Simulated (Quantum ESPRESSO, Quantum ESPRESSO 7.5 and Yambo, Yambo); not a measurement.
## A GW chain in Yambo: RbCl (Fm-3m)

Wanted: ground state, empty states, screening and self-energy for RbCl (Fm-3m).

Calculated with Quantum ESPRESSO 7.5 and Yambo 5.3.0; PBE and many-body steps on it, plane waves.

**1. The starting structure**

Symmetry: Fm-3m, No. 225, cubic system. Conventional cell: a = 6.579 Å, b = 6.579 Å, c = 6.579 Å, α = 90.00°, β = 90.00°, γ = 90.00°. Nearest to Rb lie 6 Cl at 3.29 Å. Nearest to Cl lie 6 Rb at 3.29 Å. Farther neighbours and most contacts between anions are not listed.

The cell and positions come from the Crystallography Open Database and are kept as given unless a step says otherwise.

**2. Ground state**

This step: Quantum ESPRESSO 7.5; DFT, PBE with spin-orbit coupling, plane waves, norm-conserving pseudopotentials.

The ground-state density comes first.

Contents of pw.in:

```
&control
  calculation = 'scf'
  prefix = 'x'
  outdir = 'o'
  pseudo_dir = 'pseudo'
/
&system
  ibrav = 0
  nat = 2
  ntyp = 2
  ecutwfc = 50.0
  nbnd = 26
  force_symmorphic = .true.
  noncolin = .true.
  lspinorb = .true.
/
&electrons
  conv_thr = 1e-10
  electron_maxstep = 80
  mixing_beta = 0.5
/
ATOMIC_SPECIES
  Rb 85.468 Rb.upf
  Cl 35.45 Cl.upf
CELL_PARAMETERS angstrom
  -0.0000000000 3.2895000000 3.2895000000
  3.2895000000 -0.0000000000 3.2895000000
  3.2895000000 3.2895000000 -0.0000000000
ATOMIC_POSITIONS crystal
  Rb 0.0000000000 0.0000000000 0.0000000000
  Cl 0.5000000000 0.5000000000 0.5000000000
K_POINTS automatic
  6 6 6 0 0 0
```

Command:

```bash
$ OMP_NUM_THREADS=1 mpirun -n 4 pw.x -nk 4 -in pw.in > pw.out
```

The program printed:

```text
Program PWSCF v.7.5 starts

     This program is part of the open-source Quantum ESPRESSO suite
     for quantum simulation of materials; please cite
         "P. Giannozzi et al., J. Phys.:Condens. Matter 21 395502 (2009);
         "P. Giannozzi et al., J. Phys.:Condens. Matter 29 465901 (2017);
         "P. Giannozzi et al., J. Chem. Phys. 152 154105 (2020);
     in publications or presentations arising from this work. More details at
     Message from routine setup:
     using ibrav=0 with symmetry is DISCOURAGED, use correct ibrav instead

     G-vector sticks info

     bravais-lattice index     =            0
     lattice parameter (alat)  =       8.7911  a.u.
     unit-cell volume          =     480.4147 (a.u.)^3
     number of atoms/cell      =            2
     number of atomic types    =            2
     number of electrons       =        16.00
     number of Kohn-Sham states=           26
     kinetic-energy cutoff     =      50.0000  Ry
     charge density cutoff     =     200.0000  Ry
     scf convergence threshold =      1.0E-10
     mixing beta               =       0.5000
     number of iterations used =            8  plain     mixing
     Exchange-correlation= PBE
                           (   1   4   3   4   0   0   0)
     Non magnetic calculation with spin-orbit

     celldm(1)=   8.791111  celldm(2)=   0.000000  celldm(3)=   0.000000
     celldm(4)=   0.000000  celldm(5)=   0.000000  celldm(6)=   0.000000

     crystal axes: (cart. coord. in units of alat)
               a(1) = (  -0.000000   0.707107   0.707107 )
               a(2) = (   0.707107  -0.000000   0.707107 )
               a(3) = (   0.707107   0.707107  -0.000000 )

     reciprocal axes: (cart. coord. in units 2 pi/alat)
               b(1) = ( -0.707107  0.707107  0.707107 )
               b(2) = (  0.707107 -0.707107  0.707107 )
               b(3) = (  0.707107  0.707107 -0.707107 )
     Pseudo is Norm-conserving + core correction, Zval =  9.0
     Generated using ONCVPSP code by D. R. Hamann
     Using radial grid of 2308 points, 10 beta functions with:
     Pseudo is Norm-conserving + core correction, Zval =  7.0
     Generated using ONCVPSP code by D. R. Hamann
     Using radial grid of 1028 points, 10 beta functions with:
     Rb                9.00    85.46800     Rb( 1.00)
     Cl                7.00    35.45000     Cl( 1.00)

     48 Sym. Ops., with inversion, found

   Cartesian axes

     site n.     atom                  positions (alat units)
         1        Rb     tau(   1) = (   0.0000000   0.0000000   0.0000000  )
         2        Cl     tau(   2) = (   0.7071068   0.7071068   0.7071068  )

     number of k points=    16
                       cart. coord. in units 2pi/alat
        k(    1) = (   0.0000000   0.0000000   0.0000000), wk =   0.0046296
        k(    2) = (   0.1178511   0.1178511  -0.1178511), wk =   0.0370370
        k(    3) = (   0.2357023   0.2357023  -0.2357023), wk =   0.0370370
        k(    4) = (  -0.3535534  -0.3535534   0.3535534), wk =   0.0185185
        k(    5) = (   0.2357023   0.0000000  -0.0000000), wk =   0.0277778
        k(    6) = (   0.3535534   0.1178511  -0.1178511), wk =   0.1111111
        k(    7) = (  -0.2357023  -0.4714045   0.4714045), wk =   0.1111111
        k(    8) = (  -0.1178511  -0.3535534   0.3535534), wk =   0.1111111
        k(    9) = (   0.0000000  -0.2357023   0.2357023), wk =   0.0555556
        k(   10) = (   0.4714045   0.0000000  -0.0000000), wk =   0.0277778
     [... 4 further rows ...]
        k(   15) = (  -0.1178511  -0.3535534   0.5892557), wk =   0.1111111
        k(   16) = (  -0.7071068   0.2357023   0.0000000), wk =   0.0555556

     Dense  grid:    22995 G-vectors     FFT dimensions: (  40,  40,  40)

     Initial potential from superposition of free atoms

     starting charge      15.9752, renormalised to      16.0000
     Starting wfcs are   18 randomized atomic wfcs +    8 random wfcs

     per-process dynamical memory:    42.0 Mb

     Self-consistent Calculation

     iteration #  1     ecut=    50.00 Ry     beta= 0.50

     Threshold (ethr) on eigenvalues was too large:
     Diagonalizing with lowered threshold

     total energy              =     -87.21713857 Ry
     estimated scf accuracy    <       0.08357252 Ry

     iteration #  2     ecut=    50.00 Ry     beta= 0.50

     total energy              =     -87.23634825 Ry
     estimated scf accuracy    <       0.00477431 Ry

     iteration #  3     ecut=    50.00 Ry     beta= 0.50

     total energy              =     -87.23719402 Ry
     estimated scf accuracy    <       0.00103381 Ry

     iteration #  4     ecut=    50.00 Ry     beta= 0.50

     total energy              =     -87.23728510 Ry
     estimated scf accuracy    <       0.00002007 Ry

     iteration #  5     ecut=    50.00 Ry     beta= 0.50

     total energy              =     -87.23729331 Ry
     estimated scf accuracy    <       0.00000326 Ry

     iteration #  6     ecut=    50.00 Ry     beta= 0.50

     total energy              =     -87.23729451 Ry
     estimated scf accuracy    <       0.00000035 Ry

     iteration #  7     ecut=    50.00 Ry     beta= 0.50

     total energy              =     -87.23729459 Ry
     estimated scf accuracy    <          1.5E-09 Ry

     iteration #  8     ecut=    50.00 Ry     beta= 0.50

     total energy              =     -87.23729460 Ry
     estimated scf accuracy    <          3.4E-09 Ry

     iteration #  9     ecut=    50.00 Ry     beta= 0.50

     End of self-consistent calculation

          k = 0.0000 0.0000 0.0000 (  2837 PWs)   bands (ev):

   -22.8541 -22.8541 -10.9373 -10.9373  -7.5024  -7.5024  -6.6234  -6.6234
    -6.6234  -6.6234   0.9720   0.9720   1.1060   1.1060   1.1060   1.1060
     6.0644   6.0644   9.0424   9.0424   9.0424   9.0426   9.0559   9.0560
    10.0189  10.0189

          k = 0.1179 0.1179-0.1179 (  2836 PWs)   bands (ev):

   -22.8501 -22.8501 -10.9535 -10.9535  -7.5002  -7.5002  -6.6265  -6.6265
    -6.6217  -6.6217   0.7828   0.7828   0.9524   0.9524   1.0143   1.0143
     6.6852   6.6852   8.8774   8.8774   9.3871   9.3871   9.3948   9.3948
    10.4200  10.4200

          k = 0.2357 0.2357-0.2357 (  2872 PWs)   bands (ev):

   -22.8421 -22.8421 -10.9856 -10.9856  -7.4961  -7.4961  -6.6325  -6.6325
    -6.6182  -6.6182   0.3760   0.3760   0.7713   0.7713   0.8412   0.8412
     8.0211   8.0211   8.8741   8.8741  10.3387  10.3387  10.3456  10.3456
    11.4379  11.4380

          k =-0.3536-0.3536 0.3536 (  2884 PWs)   bands (ev):

     [... further k-points ...]

     highest occupied, lowest unoccupied level (ev):     1.1060    6.0644

!    total energy              =     -87.23729460 Ry
     estimated scf accuracy    <          8.2E-11 Ry

     The total energy is the sum of the following terms:
     one-electron contribution =     -20.85980405 Ry
     hartree contribution      =      15.81423929 Ry
     xc contribution           =     -23.20617333 Ry
     ewald contribution        =     -58.98555651 Ry

     convergence has been achieved in   9 iterations

     XML data file, charge density, pseudopotentials, collected wavefunctions

=------------------------------------------------------------------------------=
   JOB DONE.
=------------------------------------------------------------------------------=
```

The job ended after 13 s (4 MPI ranks of Arm Neoverse V1, shared host; peak memory 0.41 GiB).

Numbers from this step:

* total energy: -1186.9239 eV
* gap: 4.958 eV
* k of the valence top: 0, 0, 0
* k of the conduction bottom: 0, 0, 0
* least direct gap: 4.958 eV

The gap is direct, at Γ.

**3. Bands along the symmetry lines**

Levels along a band path, at the cheap level, show where the edges lie and whether the meshes to come will hold them.

Contents of pw.in:

```
&control
  calculation = 'bands'
  prefix = 'x'
  outdir = 'o'
  pseudo_dir = 'pseudo'
/
&system
  ibrav = 0
  nat = 2
  ntyp = 2
  ecutwfc = 50.0
  nbnd = 28
  force_symmorphic = .true.
  noncolin = .true.
  lspinorb = .true.
/
&electrons
  conv_thr = 1e-9
  electron_maxstep = 80
  diago_full_acc = .true.
  diago_thr_init = 5e-6
/
ATOMIC_SPECIES
  Rb 85.468 Rb.upf
  Cl 35.45 Cl.upf
CELL_PARAMETERS angstrom
  -0.0000000000 3.2895000000 3.2895000000
  3.2895000000 -0.0000000000 3.2895000000
  3.2895000000 3.2895000000 -0.0000000000
ATOMIC_POSITIONS crystal
  Rb 0.0000000000 0.0000000000 0.0000000000
  Cl 0.5000000000 0.5000000000 0.5000000000
K_POINTS crystal
  50
  0.00000000 0.00000000 0.00000000 1
  0.06250000 0.00000000 0.06250000 1
  0.12500000 0.00000000 0.12500000 1
  0.18750000 0.00000000 0.18750000 1
  0.25000000 0.00000000 0.25000000 1
  0.31250000 0.00000000 0.31250000 1
  0.37500000 0.00000000 0.37500000 1
  0.43750000 0.00000000 0.43750000 1
  0.50000000 0.00000000 0.50000000 1
  0.51562500 0.03125000 0.51562500 1
  0.53125000 0.06250000 0.53125000 1
  0.54687500 0.09375000 0.54687500 1
  0.56250000 0.12500000 0.56250000 1
  0.57812500 0.15625000 0.57812500 1
  0.59375000 0.18750000 0.59375000 1
  0.60937500 0.21875000 0.60937500 1
  0.62500000 0.25000000 0.62500000 1
  0.37500000 0.37500000 0.75000000 1
  0.32812500 0.32812500 0.65625000 1
  0.28125000 0.28125000 0.56250000 1
  0.23437500 0.23437500 0.46875000 1
  0.18750000 0.18750000 0.37500000 1
  0.14062500 0.14062500 0.28125000 1
  0.09375000 0.09375000 0.18750000 1
  0.04687500 0.04687500 0.09375000 1
  0.00000000 0.00000000 0.00000000 1
  0.06250000 0.06250000 0.06250000 1
  0.12500000 0.12500000 0.12500000 1
  0.18750000 0.18750000 0.18750000 1
  0.25000000 0.25000000 0.25000000 1
  0.31250000 0.31250000 0.31250000 1
  0.37500000 0.37500000 0.37500000 1
  0.43750000 0.43750000 0.43750000 1
  0.50000000 0.50000000 0.50000000 1
  0.50000000 0.46875000 0.53125000 1
  0.50000000 0.43750000 0.56250000 1
  0.50000000 0.40625000 0.59375000 1
  0.50000000 0.37500000 0.62500000 1
  0.50000000 0.34375000 0.65625000 1
  0.50000000 0.31250000 0.68750000 1
  0.50000000 0.28125000 0.71875000 1
  0.50000000 0.25000000 0.75000000 1
  0.50000000 0.21875000 0.71875000 1
  0.50000000 0.18750000 0.68750000 1
  0.50000000 0.15625000 0.65625000 1
  0.50000000 0.12500000 0.62500000 1
  0.50000000 0.09375000 0.59375000 1
  0.50000000 0.06250000 0.56250000 1
  0.50000000 0.03125000 0.53125000 1
  0.50000000 0.00000000 0.50000000 1
```

The program printed:

```text
[banner, memory and clock lines left out]
Program PWSCF v.7.5 starts

     Atomic positions and unit cell read from directory:
     o/x.save/

     Message from routine setup:
     using ibrav=0 with symmetry is DISCOURAGED, use correct ibrav instead

     G-vector sticks info

     bravais-lattice index     =            0
     lattice parameter (alat)  =       8.7911  a.u.
     unit-cell volume          =     480.4147 (a.u.)^3
     number of atoms/cell      =            2
     number of atomic types    =            2
     number of electrons       =        16.00
     number of Kohn-Sham states=           28
     kinetic-energy cutoff     =      50.0000  Ry
     charge density cutoff     =     200.0000  Ry
     Exchange-correlation= PBE
                           (   1   4   3   4   0   0   0)
     Non magnetic calculation with spin-orbit

     celldm(1)=   8.791111  celldm(2)=   0.000000  celldm(3)=   0.000000
     celldm(4)=   0.000000  celldm(5)=   0.000000  celldm(6)=   0.000000

     crystal axes: (cart. coord. in units of alat)
               a(1) = (  -0.000000   0.707107   0.707107 )
               a(2) = (   0.707107  -0.000000   0.707107 )
               a(3) = (   0.707107   0.707107  -0.000000 )

     reciprocal axes: (cart. coord. in units 2 pi/alat)
               b(1) = ( -0.707107  0.707107  0.707107 )
               b(2) = (  0.707107 -0.707107  0.707107 )
               b(3) = (  0.707107  0.707107 -0.707107 )
     Pseudo is Norm-conserving + core correction, Zval =  9.0
     Generated using ONCVPSP code by D. R. Hamann
     Using radial grid of 2308 points, 10 beta functions with:
     Pseudo is Norm-conserving + core correction, Zval =  7.0
     Generated using ONCVPSP code by D. R. Hamann
     Using radial grid of 1028 points, 10 beta functions with:
     Rb                9.00    85.46800     Rb( 1.00)
     Cl                7.00    35.45000     Cl( 1.00)

     48 Sym. Ops., with inversion, found

   Cartesian axes

     site n.     atom                  positions (alat units)
         1        Rb     tau(   1) = (   0.0000000   0.0000000   0.0000000  )
         2        Cl     tau(   2) = (   0.7071068   0.7071068   0.7071068  )

     number of k points=    50
                       cart. coord. in units 2pi/alat
        k(    1) = (   0.0000000   0.0000000   0.0000000), wk =   0.0200000
        k(    2) = (   0.0000000   0.0883883   0.0000000), wk =   0.0200000
        k(    3) = (   0.0000000   0.1767767   0.0000000), wk =   0.0200000
[...]
[... 38 further rows ...]
        k(   49) = (   0.0441942   0.7071068   0.0000000), wk =   0.0200000
        k(   50) = (   0.0000000   0.7071068   0.0000000), wk =   0.0200000

     Dense  grid:    22995 G-vectors     FFT dimensions: (  40,  40,  40)

     The potential is recalculated from file :
     o/x.save/charge-density

     Starting wfcs are   18 randomized atomic wfcs +   10 random wfcs

     Band Structure Calculation

     End of band structure calculation

          k = 0.0000 0.0000 0.0000 (  2837 PWs)   bands (ev):

   -22.8541 -22.8541 -10.9374 -10.9374  -7.5024  -7.5024  -6.6234  -6.6234
    -6.6234  -6.6234   0.9719   0.9719   1.1060   1.1060   1.1060   1.1060
     6.0644   6.0644   9.0424   9.0424   9.0424   9.0425   9.0559   9.0559
    10.0189  10.0189  10.0189  10.0189

          k = 0.0000 0.0884 0.0000 (  2822 PWs)   bands (ev):

[...]
10.0516  10.0516  10.1423  10.1423

          k = 0.0000 0.1768 0.0000 (  2834 PWs)   bands (ev):

[...]
10.1474  10.1474  10.4882  10.4882

          k =-0.0000 0.2652 0.0000 (  2858 PWs)   bands (ev):

[...]
k = 0.0000 0.4419-0.0000 (  2866 PWs)   bands (ev):

[...]
k =-0.0000 0.5303 0.0000 (  2870 PWs)   bands (ev):

[...]
k = 0.0000 0.6187-0.0000 (  2866 PWs)   bands (ev):

[...]
k = 0.4640 0.4640-0.0000 (  2878 PWs)   bands (ev):

[...]
k = 0.3315 0.3315-0.0000 (  2862 PWs)   bands (ev):

[...]
k = 0.3094 0.7071-0.0000 (  2860 PWs)   bands (ev):

[...]
k = 0.2210 0.7071-0.0000 (  2868 PWs)   bands (ev):

[...]
k = 0.1768 0.7071-0.0000 (  2874 PWs)   bands (ev):

[...]
k = 0.0442 0.7071 0.0000 (  2884 PWs)   bands (ev):

[...]
11.4128  11.4129  12.7839  12.7839

          k = 0.0000 0.7071 0.0000 (  2874 PWs)   bands (ev):

[...]
-6.7317  -6.7317   0.7395   0.7395   0.9125   0.9125   1.0114   1.0114
     7.2661   7.2661   9.1287   9.1287  10.7777  10.7777  11.1048  11.1048
    11.4358  11.4358  12.7764  12.7914

     XML data file, pseudopotentials, collected wavefunctions
```

Wall time 17 s (4 MPI ranks); peak memory 0.32 GiB.

Numbers from this step:

| Quantity | Value |
| --- | --- |
| gap | 4.958 eV |
| k of the valence top | 0, 0, 0 |
| k of the conduction bottom | 0, 0, 0 |
| least direct gap | 4.958 eV |

The gap is 4.958 eV, as in the run before at this level.

The electronic bands at the labelled points (eV, zero at the top of the highest filled band; v1 is the highest filled band, c1 the lowest empty one):

```tsv
point	v4	v3	v2	v1	c1	c2	c3	c4
Γ	0.00	0.00	0.00	0.00	4.96	4.96	7.94	7.94
halfway	-0.16	-0.16	-0.07	-0.07	6.32	6.32	6.84	6.84
X	-0.19	-0.19	-0.09	-0.09	6.16	6.16	8.02	8.02
halfway	-0.26	-0.26	-0.15	-0.15	6.36	6.36	8.29	8.29
U	-0.33	-0.33	-0.25	-0.25	6.90	6.90	8.67	8.67
jump to K	-0.33	-0.33	-0.25	-0.25	6.90	6.90	8.67	8.67
halfway	-0.32	-0.32	-0.14	-0.14	6.61	6.61	7.56	7.56
Γ	0.00	0.00	0.00	0.00	4.96	4.96	7.94	7.94
halfway	-0.25	-0.25	-0.18	-0.18	6.22	6.22	7.72	7.72
L	-0.41	-0.41	-0.35	-0.35	7.70	7.70	7.94	7.94
halfway	-0.36	-0.36	-0.30	-0.30	7.68	7.68	7.81	7.81
W	-0.28	-0.28	-0.27	-0.27	7.62	7.62	7.63	7.63
halfway	-0.31	-0.31	-0.18	-0.18	6.56	6.56	8.49	8.49
X	-0.19	-0.19	-0.09	-0.09	6.16	6.16	8.02	8.02
```

(Part 1 of 2 ends here.)

[Paths, hosts, dates, memory and timing lines, banners, echoed tables and standing remarks are left out of the program output.]

[Logs are printed without paths, hosts, clocks, repeated set-up lines and the standing remarks that a program may print on its own settings, such as how far it seeks lower states.]

[Runs of the session that timed out or met a known fault of the program may be left out.]

[Hosts, paths, dates, database ids (printed as entryN), source tags and the programs' standing remarks are cut or masked in the printed files.]
